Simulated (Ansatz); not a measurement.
Runs of Ansatz 0.2.0 on NaCl. The structure is cubic, space group Fm-3m (No. 225). The conventional cell has a = 5.588 Å, b = 5.588 Å, c = 5.588 Å, α = 90.00°, β = 90.00°, γ = 90.00°. Cl (site symmetry m-3m) has 6 Na at 2.79 Å as nearest neighbours. Na (site symmetry m-3m) has 6 Cl at 2.79 Å as nearest neighbours. The cell is a database's computed one.

| task | level | cell | k mesh | smearing | atoms under strain | q mesh | points for each segment of the path | gap on the mesh (eV) | pressure (GPa) | relaxed volume (Å³/atom) |
| --- | --- | --- | --- | --- | --- | --- | --- | --- | --- | --- |
| single point | PBE | as given | 8 × 8 × 8 | gaussian 0.03 eV | - | - | - | 5.22 | 1.5 | - |
| relaxation of cell and atoms | BLYP+D3(BJ) | relaxed | 8 × 8 × 8 | fermi-dirac 0.05 eV | - | - | - | 5.45 | 0.0 | 20.82 |
| relaxation of cell and atoms | BLYP+D4 | relaxed | 8 × 8 × 8 | fermi-dirac 0.05 eV | - | - | - | 5.13 | 0.0 | 22.45 |
| relaxation of cell and atoms | revPBE+D4 | relaxed | 8 × 8 × 8 | fermi-dirac 0.05 eV | - | - | - | 5.26 | 0.0 | 23.19 |
| elastic constants | LDA | as given | 6 × 6 × 6 | fixed | relaxed | - | - | 4.80 | (c) | - |
| relaxation of cell and atoms | RPBE+D4 | relaxed | 8 × 8 × 8 | fermi-dirac 0.05 eV | - | - | - | (b) | 0.0 | (a) |
| phonons | LDA | as given | 6 × 6 × 6 | fixed | - | 2 × 2 × 2 | 8 | 4.80 | - | - |
| single point | PBE | as given | 8 × 8 × 8 | gaussian 0.029 eV | - | - | - | 5.22 | 1.5 | - |

Alike in all rows: potentials or basis Ansatz PAW; no spin polarisation; cutoff (eV) 420.

Problem. Estimate the missing entries.

Solution. (a) 23.38; (b) 5.27; (c) -1.8.

Caveats: the PAW data sets come from PBE, with cores solved anew for the run's functional, which leaves a small shift of forces and pressure (some runs); the plane-wave basis is chosen anew once the cell has moved, so the energies of steps on either side of that aren't comparable (some runs).

A k mesh can miss the band edges.
